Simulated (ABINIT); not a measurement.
# ScAl3 (Pm-3m) in ABINIT: a series of runs

The runs below take ScAl3 through equation of state, with HCTH407, revPBE+D3(BJ).

All numbers are computed with ABINIT 10.8.3 (patched build); they aren't measurements. Logs are shortened: lines on timing, memory, paths and dates and some standing lists are left out, and cuts for length are marked. The log counts tension as positive stress, the text compression.

**What was measured.**

“A Combined Experimental and First-Principles Based Assessment of Finite-Temperature Thermodynamic Properties of Intermetallic Al3Sc”, 2021, pmc:8067998 quotes, for a bulk crystal of ScAl3 at 298 K: bulk modulus 91.5 ± 1.1 GPa.

The runs below are set against these values where they give the same quantity.

## 1. The crystal as given

The structure is cubic, space group Pm-3m (No. 221). Conventional cell: a = 4.088 Å, b = 4.088 Å, c = 4.088 Å, α = 90.00°, β = 90.00°, γ = 90.00°. Sc (site symmetry m-3m) has 12 Al at 2.89 Å as nearest neighbours. Al (site symmetry 4/mmm) has 4 Sc at 2.89 Å and 8 Al at 2.89 Å as nearest neighbours.

The cell is a database's computed one.

## 2. Equation of state, HCTH407

The input, run.abi:

```
# Datasets: one volume each
ndtset 7
getwfk -1
scalecart1 3*0.9795861087
scalecart2 3*0.9864848297
scalecart3 3*0.9932883884
scalecart4 3*1.0000000000
scalecart5 3*1.0066227096
scalecart6 3*1.0131594038
scalecart7 3*1.0196128224

# Pseudopotentials
pp_dirpath "./"
pseudos "Sc.GGA_PBE-JTH.xml, Al.GGA_PBE-JTH.xml"

# Structure
acell 7.7248348677 7.7248348677 7.7248348677
rprim
     1.0000000000     0.0000000000     0.0000000000
     0.0000000000     1.0000000000     0.0000000000
     0.0000000000     0.0000000000     1.0000000000
ntypat 2
znucl 21 13
natom 4
typat 1 2 2 2
xred
     0.0000000000     0.0000000000     0.0000000000
     0.5000000000     0.5000000000     0.0000000000
     0.0000000000     0.5000000000     0.5000000000
     0.5000000000     0.0000000000     0.5000000000

# Plane-wave basis
ecut 15.0
pawecutdg 30.0

# k points
kptopt 1
ngkpt 7 7 7
nshiftk 1
shiftk 0.0 0.0 0.0

# Exchange and correlation
ixc 27

# Bands and occupations
nband 14
occopt 3
tsmear 0.00183747

# SCF cycle
nstep 100
tolvrs 1.0e-9

# Output
iomode 3
prtwf 1
prtden 0
prteig 0
prtebands 0
enunit 1
```

Potentials or basis: JTH PAW PBE v2.0.

Command:

```bash
$ abinit run.abi > log 2>&1
```

run.abo:

```text
.Version 10.8.3 of ABINIT
 DATASET    1 : space group Pm -3 m (#221); Bravais cP (primitive cubic)
================================================================================
 Values of the parameters that define the memory need for DATASET  1.
     intxc =       0    ionmov =       0      iscf =       7    lmnmax =      18
     lnmax =       6     mgfft =      30  mpssoang =       3    mqgrid =    3001
     natom =       4  nloc_mem =       2    nspden =       1   nspinor =       1
    nsppol =       1      nsym =      48    n1xccc =       1    ntypat =       2
    occopt =       3   xclevel =       2
       mpw =        1225          nfft =       27000          nkpt =          20
 PAW method is used; the additional fine FFT grid is defined by:
   mgfftf=        40    nfftf =     64000
================================================================================
================================================================================
[... 71 lines left out ...]
 DATASET    7 : space group Pm -3 m (#221); Bravais cP (primitive cubic)
================================================================================
 Values of the parameters that define the memory need for DATASET  7.
     intxc =       0    ionmov =       0      iscf =       7    lmnmax =      18
     lnmax =       6     mgfft =      30  mpssoang =       3    mqgrid =    3001
     natom =       4  nloc_mem =       2    nspden =       1   nspinor =       1
    nsppol =       1      nsym =      48    n1xccc =       1    ntypat =       2
    occopt =       3   xclevel =       2
       mpw =        1370          nfft =       27000          nkpt =          20
 PAW method is used; the additional fine FFT grid is defined by:
   mgfftf=        40    nfftf =     64000
================================================================================
================================================================================

--------------------------------------------------------------------------------
------------- Echo of variables that govern the present computation ------------
--------------------------------------------------------------------------------
 -outvars: echo values of preprocessed input variables --------
            acell      7.7248348677E+00  7.7248348677E+00  7.7248348677E+00 Bohr
              amu      4.49559100E+01  2.69815390E+01
             ecut      1.50000000E+01 Hartree
           enunit           1
           getwfk          -1
             iscf           7
              ixc          27
           jdtset        1    2    3    4    5    6    7
         kptrlatt        7    0    0      0    7    0      0    0    7
          kptrlen1     5.29699865E+01
          kptrlen2     5.33430269E+01
          kptrlen3     5.37109214E+01
          kptrlen4     5.40738441E+01
          kptrlen5     5.44319594E+01
          kptrlen6     5.47854236E+01
          kptrlen7     5.51343848E+01
            natom           4
            nband          14
           ndtset           7
            ngfft          30      30      30
          ngfftdg          40      40      40
             nkpt          20
            nstep         100
             nsym          48
           ntypat           2
           occopt           3
        pawecutdg      3.00000000E+01 Hartree
         pawxcdev           0
           prtden           0
        prtebands           0
           prteig           0
            rprim1     9.7958610870E-01  0.0000000000E+00  0.0000000000E+00
                       0.0000000000E+00  9.7958610870E-01  0.0000000000E+00
                       0.0000000000E+00  0.0000000000E+00  9.7958610870E-01
            rprim2     9.8648482970E-01  0.0000000000E+00  0.0000000000E+00
                       0.0000000000E+00  9.8648482970E-01  0.0000000000E+00
                       0.0000000000E+00  0.0000000000E+00  9.8648482970E-01
            rprim3     9.9328838840E-01  0.0000000000E+00  0.0000000000E+00
                       0.0000000000E+00  9.9328838840E-01  0.0000000000E+00
                       0.0000000000E+00  0.0000000000E+00  9.9328838840E-01
            rprim4     1.0000000000E+00  0.0000000000E+00  0.0000000000E+00
                       0.0000000000E+00  1.0000000000E+00  0.0000000000E+00
                       0.0000000000E+00  0.0000000000E+00  1.0000000000E+00
            rprim5     1.0066227096E+00  0.0000000000E+00  0.0000000000E+00
                       0.0000000000E+00  1.0066227096E+00  0.0000000000E+00
                       0.0000000000E+00  0.0000000000E+00  1.0066227096E+00
            rprim6     1.0131594038E+00  0.0000000000E+00  0.0000000000E+00
                       0.0000000000E+00  1.0131594038E+00  0.0000000000E+00
                       0.0000000000E+00  0.0000000000E+00  1.0131594038E+00
            rprim7     1.0196128224E+00  0.0000000000E+00  0.0000000000E+00
                       0.0000000000E+00  1.0196128224E+00  0.0000000000E+00
                       0.0000000000E+00  0.0000000000E+00  1.0196128224E+00
          spgroup         221
           tolvrs      1.00000000E-09
           tsmear      1.83747000E-03 Hartree
            typat      1  2  2  2
           useylm           1
           xangst1     0.0000000000E+00  0.0000000000E+00  0.0000000000E+00
                       2.0021792641E+00  2.0021792641E+00  0.0000000000E+00
                       0.0000000000E+00  2.0021792641E+00  2.0021792641E+00
                       2.0021792641E+00  0.0000000000E+00  2.0021792641E+00
           xangst2     0.0000000000E+00  0.0000000000E+00  0.0000000000E+00
                       2.0162795826E+00  2.0162795826E+00  0.0000000000E+00
                       0.0000000000E+00  2.0162795826E+00  2.0162795826E+00
                       2.0162795826E+00  0.0000000000E+00  2.0162795826E+00
           xangst3     0.0000000000E+00  0.0000000000E+00  0.0000000000E+00
                       2.0301853986E+00  2.0301853986E+00  0.0000000000E+00
                       0.0000000000E+00  2.0301853986E+00  2.0301853986E+00
                       2.0301853986E+00  0.0000000000E+00  2.0301853986E+00
           xangst4     0.0000000000E+00  0.0000000000E+00  0.0000000000E+00
                       2.0439032836E+00  2.0439032836E+00  0.0000000000E+00
                       0.0000000000E+00  2.0439032836E+00  2.0439032836E+00
                       2.0439032836E+00  0.0000000000E+00  2.0439032836E+00
           xangst5     0.0000000000E+00  0.0000000000E+00  0.0000000000E+00
[... 24 lines left out ...]
                       3.8624174339E+00  3.8624174339E+00  0.0000000000E+00
                       0.0000000000E+00  3.8624174339E+00  3.8624174339E+00
                       3.8624174339E+00  0.0000000000E+00  3.8624174339E+00
            xcart5     0.0000000000E+00  0.0000000000E+00  0.0000000000E+00
                       3.8879971029E+00  3.8879971029E+00  0.0000000000E+00
                       0.0000000000E+00  3.8879971029E+00  3.8879971029E+00
                       3.8879971029E+00  0.0000000000E+00  3.8879971029E+00
            xcart6     0.0000000000E+00  0.0000000000E+00  0.0000000000E+00
                       3.9132445445E+00  3.9132445445E+00  0.0000000000E+00
                       0.0000000000E+00  3.9132445445E+00  3.9132445445E+00
                       3.9132445445E+00  0.0000000000E+00  3.9132445445E+00
            xcart7     0.0000000000E+00  0.0000000000E+00  0.0000000000E+00
                       3.9381703410E+00  3.9381703410E+00  0.0000000000E+00
                       0.0000000000E+00  3.9381703410E+00  3.9381703410E+00
                       3.9381703410E+00  0.0000000000E+00  3.9381703410E+00
             xred      0.0000000000E+00  0.0000000000E+00  0.0000000000E+00
                       5.0000000000E-01  5.0000000000E-01  0.0000000000E+00
                       0.0000000000E+00  5.0000000000E-01  5.0000000000E-01
                       5.0000000000E-01  0.0000000000E+00  5.0000000000E-01
            znucl       21.00000   13.00000

================================================================================

 chkinp: Checking input parameters for consistency, jdtset=   1.

 chkinp: Checking input parameters for consistency, jdtset=   2.
[... 46 lines left out ...]
 getcut: wavevector=  0.0000  0.0000  0.0000  ngfft=  40  40  40
         ecut(hartree)=     30.000   => boxcut(ratio)=   2.14389

--- Pseudopotential description ------------------------------------------------
- pspini: atom type   1  psp file is ./Sc.GGA_PBE-JTH.xml
 Pseudopotential format is: paw10
 basis_size (lnmax)=  6 (lmn_size= 18), orbitals=   0   0   1   1   2   2
 Spheres core radius: rc_sph= 2.41050872
 Shapefunction is BESSEL type: shapef(r,l)=aa(1,l)*jl(q(1,l)*r)+aa(2,l)*jl(q(2,l)*r)
 Radius for shape functions =  2.10063212
 Compensation charge density is not taken into account in XC energy/potential

- pspini: atom type   2  psp file is ./Al.GGA_PBE-JTH.xml
 Pseudopotential format is: paw10
 basis_size (lnmax)=  4 (lmn_size=  8), orbitals=   0   0   1   1
 Spheres core radius: rc_sph= 1.90363307
 Shapefunction is SIN type: shapef(r)=[sin(pi*r/rshp)/(pi*r/rshp)]**2
 Radius for shape functions =  1.60786206
 Compensation charge density is not taken into account in XC energy/potential

   9.45826179E+01                                ecore*ucvol(ha*bohr**3)
--------------------------------------------------------------------------------

================================================================================

--- !BeginCycle
iteration_state: {dtset: 1, }
solver: {iscf: 7, nstep: 100, nline: 4, wfoptalg: 10, }
tolerances: {tolvrs: 1.00E-09, }
...
[... 1377 lines left out ...]
-Cartesian components of stress tensor (GPa)         [Pressure= -1.0113E+01 GPa]
- sigma(1 1)=  1.01129423E+01  sigma(3 2)=  0.00000000E+00
- sigma(2 2)=  1.01129423E+01  sigma(3 1)=  0.00000000E+00
- sigma(3 3)=  1.01129423E+01  sigma(2 1)=  0.00000000E+00

== END DATASET(S) ==============================================================
================================================================================

 -outvars: echo values of variables after computation  --------
            acell      7.7248348677E+00  7.7248348677E+00  7.7248348677E+00 Bohr
           etotal1    -5.3576669214E+01
           etotal2    -5.3576468726E+01
           etotal3    -5.3575601565E+01
           etotal4    -5.3574129153E+01
           etotal5    -5.3572118647E+01
           etotal6    -5.3569618389E+01
           etotal7    -5.3566682437E+01
            fcart1    -0.0000000000E+00 -0.0000000000E+00 -0.0000000000E+00
                      -0.0000000000E+00 -0.0000000000E+00 -0.0000000000E+00
                      -0.0000000000E+00 -0.0000000000E+00 -0.0000000000E+00
                      -0.0000000000E+00 -0.0000000000E+00 -0.0000000000E+00
            fcart2    -0.0000000000E+00 -0.0000000000E+00 -0.0000000000E+00
                      -0.0000000000E+00 -0.0000000000E+00 -0.0000000000E+00
                      -0.0000000000E+00 -0.0000000000E+00 -0.0000000000E+00
                      -0.0000000000E+00 -0.0000000000E+00 -0.0000000000E+00
            fcart3    -0.0000000000E+00 -0.0000000000E+00 -0.0000000000E+00
                      -0.0000000000E+00 -0.0000000000E+00 -0.0000000000E+00
[... 66 lines left out ...]
                       2.0439032836E+00  2.0439032836E+00  0.0000000000E+00
                       0.0000000000E+00  2.0439032836E+00  2.0439032836E+00
                       2.0439032836E+00  0.0000000000E+00  2.0439032836E+00
           xangst5     0.0000000000E+00  0.0000000000E+00  0.0000000000E+00
                       2.0574394615E+00  2.0574394615E+00  0.0000000000E+00
                       0.0000000000E+00  2.0574394615E+00  2.0574394615E+00
                       2.0574394615E+00  0.0000000000E+00  2.0574394615E+00
           xangst6     0.0000000000E+00  0.0000000000E+00  0.0000000000E+00
                       2.0707998322E+00  2.0707998322E+00  0.0000000000E+00
                       0.0000000000E+00  2.0707998322E+00  2.0707998322E+00
                       2.0707998322E+00  0.0000000000E+00  2.0707998322E+00
           xangst7     0.0000000000E+00  0.0000000000E+00  0.0000000000E+00
                       2.0839899957E+00  2.0839899957E+00  0.0000000000E+00
                       0.0000000000E+00  2.0839899957E+00  2.0839899957E+00
                       2.0839899957E+00  0.0000000000E+00  2.0839899957E+00
             xred      0.0000000000E+00  0.0000000000E+00  0.0000000000E+00
                       5.0000000000E-01  5.0000000000E-01  0.0000000000E+00
                       0.0000000000E+00  5.0000000000E-01  5.0000000000E-01
                       5.0000000000E-01  0.0000000000E+00  5.0000000000E-01
 Calculation completed.
```

It took 2.5 min on 1 thread of Intel Xeon Platinum 8488C (Sapphire Rapids), shared host; peak memory 0.14 GiB.

What came out:

```yaml
Equilibrium_volume: 16.13 Å³/atom
Bulk_modulus: 110 GPa
Pressure_derivative_of_the_bulk_modulus: 4.0
```

Energy against volume, from the lowest point:
```
volume (Å³/atom)  energy (meV/atom)
          16.052               0.00
          16.394               1.36
          16.735               7.26
          17.077              17.28
          17.419              30.96
          17.760              47.97
          18.102              67.94
```

Caveat: pressures at fixed basis lie under the slope of the energies; the PAW data sets were made with another functional, which shifts forces and pressure a little.

## 3. Equation of state, revPBE+D3(BJ)

Changes to run.abi since step 2:

```diff
@@ -16,3 +16,3 @@
 # Structure
-acell 7.7248348677 7.7248348677 7.7248348677
+acell 4.08780657 4.08780657 4.08780657 Angstrom
 rprim
@@ -42,3 +42,4 @@
 # Exchange and correlation
-ixc 27
+ixc 14
+vdw_xc 7
 
@@ -47,3 +48,3 @@
 occopt 3
-tsmear 0.00183747
+tsmear 0.05 eV
```

Potentials or basis: JTH PAW PBE v2.0.

Command:

```bash
$ abinit run.abi > log 2>&1
```

It took 88 s on 1 thread of Intel Xeon Platinum 8488C (Sapphire Rapids), shared host; peak memory 0.15 GiB.

Results (log left out):

```yaml
Equilibrium_volume: 16.23 Å³/atom
Bulk_modulus: 99 GPa
Pressure_derivative_of_the_bulk_modulus: 4.1
```

Energy against volume, from the lowest point:
```csv
volume (Å³/atom),energy (meV/atom)
16.052,0.12
16.394,0.00
16.735,4.07
17.077,11.95
17.419,23.22
17.760,37.59
18.102,54.69
```

Caveat: pressures at fixed basis lie under the slope of the energies; the PAW data sets were made with another functional, which shifts forces and pressure a little.

## 4. How close it comes

Step 2. Measured bulk modulus of ScAl3: 91.5 GPa (298 K; quoted in “A Combined Experimental and First-Principles Based Assessment of Finite-Temperature Thermodynamic Properties of Intermetallic Al3Sc”, 2021, pmc:8067998). This calculation gives 110 GPa (+19.7 %). The fit is for a static lattice scaled at fixed shape and fixed fractional positions.

Step 3. A measured bulk modulus of ScAl3 is 91.5 GPa (298 K; quoted in “A Combined Experimental and First-Principles Based Assessment of Finite-Temperature Thermodynamic Properties of Intermetallic Al3Sc”, 2021, pmc:8067998); the calculated 99 GPa misses it by +7.9 %. The fit is for a static lattice scaled at fixed shape and fixed fractional positions.
